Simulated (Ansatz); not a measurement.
F (solid alpha-F2): energy against volume

These are results of DFT, PBEsol, plane waves (420 eV) with PAW, scalar-relativistic in Ansatz 0.2.0, not measurements. The PAW files were generated under PBE, with cores re-solved for the functional.

The cell is scaled uniformly from the relaxed one, with fractional coordinates and shape fixed. Energies are extrapolated to zero smearing, pressures are those at the given smearing. Because the bonds are stretched with the cell, B₀ of this curve lies above the true bulk modulus of such a structure. Magnetic state: spin not included.

A Birch-Murnaghan fit gives V₀ = 18.02 Å³/atom, B₀ = 38 GPa, B₀′ = 4.0.

(1) What are the energy above the minimum and the pressure at 15.848 Å³/atom?

(2) What are the energy above the minimum and the pressure at 16.568 Å³/atom?

(3) What are the energy above the minimum and the pressure at 18.729 Å³/atom?

Results:

(1) 39.0 meV/atom and 6.39 GPa as computed.

(2) 16.2 meV/atom and 3.82 GPa as computed.

(3) 3.1 meV/atom and -1.37 GPa as computed.
